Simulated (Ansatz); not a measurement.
Molecular dynamics of K2S

input.yaml

```yaml
crystal:
  lattice:
    - [0.0, 7.488018, 7.488018]
    - [7.488018, 0.0, 7.488018]
    - [7.488018, 7.488018, 0.0]
  atoms:
    - { symbol: K, position: [0.375, 0.375, 0.375] }
    - { symbol: K, position: [0.125, 0.125, 0.125] }
    - { symbol: S, position: [0.0, 0.0, 0.0] }
    - { symbol: K, position: [0.375, 0.375, 0.875] }
    - { symbol: K, position: [0.125, 0.125, 0.625] }
    - { symbol: S, position: [0.0, 0.0, 0.5] }
    - { symbol: K, position: [0.375, 0.875, 0.375] }
    - { symbol: K, position: [0.125, 0.625, 0.125] }
    - { symbol: S, position: [0.0, 0.5, 0.0] }
    - { symbol: K, position: [0.375, 0.875, 0.875] }
    - { symbol: K, position: [0.125, 0.625, 0.625] }
    - { symbol: S, position: [0.0, 0.5, 0.5] }
    - { symbol: K, position: [0.875, 0.375, 0.375] }
    - { symbol: K, position: [0.625, 0.125, 0.125] }
    - { symbol: S, position: [0.5, 0.0, 0.0] }
    - { symbol: K, position: [0.875, 0.375, 0.875] }
    - { symbol: K, position: [0.625, 0.125, 0.625] }
    - { symbol: S, position: [0.5, 0.0, 0.5] }
    - { symbol: K, position: [0.875, 0.875, 0.375] }
    - { symbol: K, position: [0.625, 0.625, 0.125] }
    - { symbol: S, position: [0.5, 0.5, 0.0] }
    - { symbol: K, position: [0.875, 0.875, 0.875] }
    - { symbol: K, position: [0.625, 0.625, 0.625] }
    - { symbol: S, position: [0.5, 0.5, 0.5] }
basis:
  ecutwfc: 420.0
kpoints:
  mp_grid: { grid: [1, 1, 1] }
hamiltonian:
  xc: pbe
scf:
  occupations: { method: fermi_dirac, width: 0.05 }
  lower_state_search: "off"
md:
  timestep: 2
  n_steps: 280
  ensemble: nvt_langevin
  temperature: 900.0
  initial_velocities: maxwell_boltzmann
  seed: 522472
  friction: 0.005
```

Run as:

```bash
$ ansatz run input.yaml --threads 2 --pin off --max-ram 5120MiB --backend cpu --events-out ev --progress --plain --runs-dir out
```

It starts from a structure without forces on its atoms.

Output, in part (step lines):

```
md step     0: t =     0.00 fs  T =   862.5 K  F+E_penalty+E_count = -31846.22025362 eV  E_kin = 2.675682 eV  (8 SCF iters)
md step     1: t =     2.00 fs  T =   842.2 K  F+E_penalty+E_count = -31846.21433408 eV  E_kin = 2.612752 eV  (7 SCF iters)
md step     2: t =     4.00 fs  T =   853.0 K  F+E_penalty+E_count = -31846.19679150 eV  E_kin = 2.646156 eV  (7 SCF iters)
md step     3: t =     6.00 fs  T =   853.0 K  F+E_penalty+E_count = -31846.16749339 eV  E_kin = 2.646122 eV  (7 SCF iters)
md step     4: t =     8.00 fs  T =   838.0 K  F+E_penalty+E_count = -31846.12675128 eV  E_kin = 2.599818 eV  (7 SCF iters)
md step     5: t =    10.00 fs  T =   799.0 K  F+E_penalty+E_count = -31846.07527435 eV  E_kin = 2.478706 eV  (4 SCF iters)
md step     6: t =    12.00 fs  T =   754.2 K  F+E_penalty+E_count = -31846.01447196 eV  E_kin = 2.339701 eV  (5 SCF iters)
md step     7: t =    14.00 fs  T =   778.1 K  F+E_penalty+E_count = -31845.94445757 eV  E_kin = 2.413835 eV  (5 SCF iters)
[... lines left out ...]
md step   280: t =   560.00 fs  T =   709.6 K  F+E_penalty+E_count = -31843.30405737 eV  E_kin = 2.201434 eV  (7 SCF iters)
```

The steps, from the saved trajectory:

```
time (fs)  T (K)  potential energy less start (eV)
      0.0    862                             0.000
     18.0    703                             0.442
     36.0    469                             1.377
     54.0    321                             2.015
     72.0    438                             2.053
     90.0    507                             2.009
    108.0    425                             1.876
    126.0    562                             1.775
    144.0    667                             1.933
    162.0    508                             2.130
    180.0    561                             2.116
    198.0    585                             2.124
    216.0    620                             2.099
    234.0    826                             1.946
    252.0    928                             1.820
    270.0   1113                             1.845
    288.0   1102                             2.108
    306.0   1058                             2.580
    324.0    842                             3.068
    342.0    853                             3.181
    360.0    936                             2.910
    378.0    994                             2.667
    396.0    967                             2.817
    414.0    810                             2.950
    432.0    748                             2.931
    450.0    741                             2.915
    468.0    843                             2.824
    486.0    920                             2.639
    504.0    859                             2.740
    522.0    712                             2.925
    540.0    757                             3.087
    558.0    754                             2.921
```

The run went to its last step. A run of 0.56 ps of so small a system gives no equilibrium averages. Limits of this set-up: coarse k mesh.

Mean squared displacements from the first frame to the last, about the centre of mass: K 0.24 Å², S 0.16 Å².

Last frame:

```xyz
24
Lattice="0.0000 7.4880 7.4880 7.4880 0.0000 7.4880 7.4880 7.4880 0.0000" Properties=species:S:1:pos:R:3
K 5.740 5.334 5.332
K 2.378 1.754 1.529
S 0.344 -0.382 0.184
K 9.779 8.856 5.564
K 5.659 5.227 1.573
S 4.160 3.538 -0.173
K 9.458 4.759 9.791
K 5.725 1.183 5.989
S 4.034 -0.315 3.571
K 13.307 9.162 9.632
K 9.235 5.420 5.940
S 7.524 3.164 3.990
K 5.979 8.928 9.649
K 1.975 4.930 6.175
S 0.397 2.976 3.793
K 9.262 12.740 9.965
K 5.835 9.226 5.875
S 3.414 7.041 3.663
K 9.233 8.425 13.165
K 5.804 5.179 9.387
S 4.055 3.029 7.378
K 12.860 12.162 12.370
K 9.450 8.664 9.293
S 7.108 7.212 7.381
```

Time of the run: 16 min on 2 threads of Arm Neoverse V1, with other jobs on the host, peak memory 0.77 GiB.
